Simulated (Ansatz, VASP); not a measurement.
This is a calculation of GaN for Ansatz 0.2.0.

input.yaml

```yaml
crystal:
  lattice:
    - [3.2010602164, 0.0, 0.0]
    - [-1.6005301082, 2.7721994664, 0.0]
    - [0.0, 0.0, 5.2002129176]
  atoms:
    - { symbol: Ga, position: [0.6666666667, 0.3333333333, 0.5] }
    - { symbol: Ga, position: [0.3333333333, 0.6666666667, 0.0] }
    - { symbol: "N", position: [0.6666666667, 0.3333333333, 0.875] }
    - { symbol: "N", position: [0.3333333333, 0.6666666667, 0.375] }
hamiltonian:
  xc: pbesol
  pseudopotentials: { kind: paw }
  dispersion: d3bj
kpoints:
  mp_grid: { grid: [10, 10, 5] }
scf:
  occupations: { method: fermi_dirac, width: 0.05 }
output:
  forces: true
  stress: true
  eigenvalues: true
```

Potentials or basis: Ansatz PAW.

Launch:

```sh
$ ansatz run input.yaml --threads 2 --pin off --max-ram 5120MiB --backend cpu --events-out ev --progress --plain --runs-dir out
```

Translate it to VASP 6.6.1. Potentials there: VASP PAW PBE potentials, release 64 (Ga_d, N).

As run (the cutoff follows the program's own potentials):

Contents of INCAR:

```
ALGO = Normal
EDIFF = 1E-6
ENCUT = 520
GGA = PS
ISIF = 2
ISMEAR = -1
IVDW = 12
LASPH = True
LCHARG = False
LREAL = False
LWAVE = False
NBANDS = 26
NELM = 80
PREC = Accurate
SIGMA = 0.05
```

The input KPOINTS:

```
k-points
0
Gamma
  10 10 5
```

POSCAR

```
GaN
1.0
    3.2010602164      0.0000000000      0.0000000000
   -1.6005301082      2.7721994664      0.0000000000
    0.0000000000      0.0000000000      5.2002129176
Ga N
2 2
Direct
    0.6666666667      0.3333333333      0.5000000000
    0.3333333333      0.6666666667      0.0000000000
    0.6666666667      0.3333333333      0.8750000000
    0.3333333333      0.6666666667      0.3750000000
```

Potentials or basis: VASP PAW PBE potentials, release 64 (Ga_d, N).

The run is started by

```console
$ cat potpaw_PBE.64/Ga_d/POTCAR potpaw_PBE.64/N/POTCAR > POTCAR
$ mpirun -np 1 vasp_std > vasp.out
```

Both were run:

|  | VASP | Ansatz | Ansatz less VASP |
| --- | --- | --- | --- |
| gap on the k mesh at the Fermi level (eV) | 1.79 | 1.78 | -0.018 |
| least direct gap on the mesh (eV) | 1.79 | 1.78 | -0.018 |
| pressure (GPa) | -5.9 | -5.7 | +0.17 |
| largest component of the traceless stress (GPa) | 1.28 | 1.27 | -0.008 |
| rms of the force components (eV/Å) | 0.073 | 0.074 | +0.0010 |
| dispersion energy (meV/atom) | -218.8 | -218.9 | -0.06 |

Atom by atom the forces differ by 0.001 eV/Å (rms over components).

Caveats: the PAW data sets were made with another functional, which shifts forces and pressure a little (VASP); odd divisions of the mesh miss points on the zone boundary, where band edges often lie, so the gap on the mesh can be too wide (Ansatz); the pressure holds a Pulay correction of +0.5 GPa for the finite cutoff (Ansatz); the PAW data sets come from PBE, with cores solved anew for the run's functional, which leaves a small shift of forces and pressure (Ansatz).
